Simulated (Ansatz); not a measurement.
Runs of Ansatz 0.2.0 on AlNi3. The structure is cubic, space group Pm-3m (No. 221). The conventional cell has a = 3.523 Å, b = 3.523 Å, c = 3.523 Å, α = 90.00°, β = 90.00°, γ = 90.00°. Ni (site symmetry 4/mmm) has 8 Ni at 2.49 Å and 4 Al at 2.49 Å as nearest neighbours. Al (site symmetry m-3m) is surrounded by 12 Ni at 2.49 Å. The cell is a database's computed one.

```csv
task,level,U,cell,k mesh,smearing,points for each segment of the path,hubbard projectors,double counting,gap on the mesh (eV),pressure (GPa),moment (μB),relaxed volume (Å³/atom)
single point,PBE,-,as given,8 × 8 × 8,gaussian 0.011 eV,-,-,-,none,7.4,0.82,-
single point,PBE,-,as given,8 × 8 × 8,gaussian 0.013 eV,-,-,-,none,7.4,0.82,-
band structure,PBE,-,as given,8 × 8 × 8,fermi-dirac 0.05 eV,14,-,-,none,7.3,0.70,-
single point,PBE,-,as given,8 × 8 × 8,gaussian 0.027 eV,-,-,-,none,7.4,0.82,-
band structure,LDA,-,as given,8 × 8 × 8,fermi-dirac 0.05 eV,14,-,-,none,-7.4,0.49,-
single point,PBE,-,as given,8 × 8 × 8,gaussian 0.023 eV,-,-,-,none,7.4,0.82,-
relaxation of cell and atoms,revPBE+D4,-,relaxed,8 × 8 × 8,fermi-dirac 0.05 eV,-,-,-,-,0.0,(a),10.91
relaxation of cell and atoms,RPBE+D3(BJ),-,relaxed,8 × 8 × 8,fermi-dirac 0.05 eV,-,-,-,-,0.0,0.61,9.86
relaxation of cell and atoms,PBEsol,-,relaxed,8 × 8 × 8,fermi-dirac 0.05 eV,-,-,-,-,0.0,0.66,10.90
relaxation of cell and atoms,LDA,-,relaxed,8 × 8 × 8,fermi-dirac 0.05 eV,-,-,-,none,0.0,(b),10.54
single point,PBE,-,as given,8 × 8 × 8,gaussian 0.014 eV,-,-,-,none,7.4,0.82,-
density of states,PBE+U,Ni d U = 8 eV,as given,6 × 6 × 6,fermi-dirac 0.05 eV,-,ortho-atomic (the default),fll (the default),none,32.1,2.68,-
```

Alike in all rows: potentials or basis Ansatz PAW; spin collinear, ferromagnetic start; cutoff (eV) 420.

Fill in the values left out.

(a) 0.72; (b) 0.42.

Caveats: the PAW data sets come from PBE, with cores solved anew for the run's functional, which leaves a small shift of forces and pressure (some runs); the plane-wave basis is chosen anew once the cell has moved, so the energies of steps on either side of that aren't comparable (some runs); the potentials were made for another functional, which shifts forces and pressure (some runs); the magnetic or orbital state may not be the lowest (some runs); a pressure of tens of GPa on the cell as given is suspect, and the run, the potentials or the cell itself is likely at fault (some runs); the U is typed as a test and isn't derived for this compound (some runs); the density of states is complete only up to the lowest level of the last band computed (some runs).

A k mesh can miss the band edges.

A gap of «none» marks a metal or a gap under the smearing width.

Not every run made on this cell is shown here.
